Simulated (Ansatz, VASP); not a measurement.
**MnO: VASP beside Ansatz**

INCAR

```
SYSTEM = MnO
  PREC = Accurate
  ENCUT = 520
  EDIFF = 1E-7
  ISMEAR = -1
  SIGMA = 0.05
  LREAL = .FALSE.
  LASPH = .TRUE.
  NELM = 150
  ALGO = Normal
  ISIF = 2
  LWAVE = .FALSE.
  LCHARG = .TRUE.
  ISPIN = 2
  MAGMOM = 4 0
  LORBIT = 11
  LMAXMIX = 4
  GGA = PE
  LELF = .TRUE.
  LVHAR = .TRUE.
  NBANDS = 20
```

Contents of KPOINTS:

```
regular mesh
0
G
  10 10 10
  0 0 0
```

Contents of POSCAR:

```
MnO
1.0
    0.0000000000      2.1766406568      2.1766406568
    2.1766406568      0.0000000000      2.1766406568
    2.1766406568      2.1766406568      0.0000000000
Mn O
1 1
Direct
    0.0000000000      0.0000000000      0.0000000000
    0.5000000000      0.5000000000      0.5000000000
```

File input.yaml:

```yaml
crystal:
  lattice:
    - [0.0, 2.1766406568, 2.1766406568]
    - [2.1766406568, 0.0, 2.1766406568]
    - [2.1766406568, 2.1766406568, 0.0]
  atoms:
    - { symbol: Mn, position: [0.0, 0.0, 0.0], spin: 4.0 }
    - { symbol: O, position: [0.5, 0.5, 0.5] }
hamiltonian:
  xc: pbe
  pseudopotentials: { kind: paw }
magnetization:
  spin_polarized: true
kpoints:
  mp_grid: { grid: [10, 10, 10] }
scf:
  occupations: { method: fermi_dirac, width: 0.05 }
output:
  forces: true
  stress: true
  eigenvalues: true
```

Alike in both runs: task single point; functional PBE; k mesh 10 × 10 × 10; occupations fermi-dirac, width 0.05 eV; collinear spin.

```csv
,VASP,Ansatz
version,VASP 6.6.1,Ansatz 0.2.0
potentials or method,"VASP PAW PBE potentials, release 64 (Mn_pv, O)",Ansatz PAW
plane-wave cutoff (eV),520,420
valence electrons in the cell,19,21
```

```csv
,VASP,Ansatz,Ansatz less VASP
gap on the k mesh at the Fermi level (eV),none,none,-
pressure (GPa),7.2,6.8,-0.36
net moment per atom (μB),2.28,2.28,0.000
size of the moment on the site where the two differ most (μB),4.18,3.87,-0.307
```

Site moments also hang on the region over which each program counts them. A gap of «none» marks a metal or a gap that the smearing closes. The two sets of potentials don't hold the same shells in valence.

Caveats: a cell with one magnetic atom can't hold antiferromagnetic order, which such compounds often take; semilocal functionals often make such compounds metallic where correlation or magnetic order opens a gap, which also shifts bond lengths; the pressure holds a Pulay correction of +0.6 GPa for the finite cutoff (Ansatz).
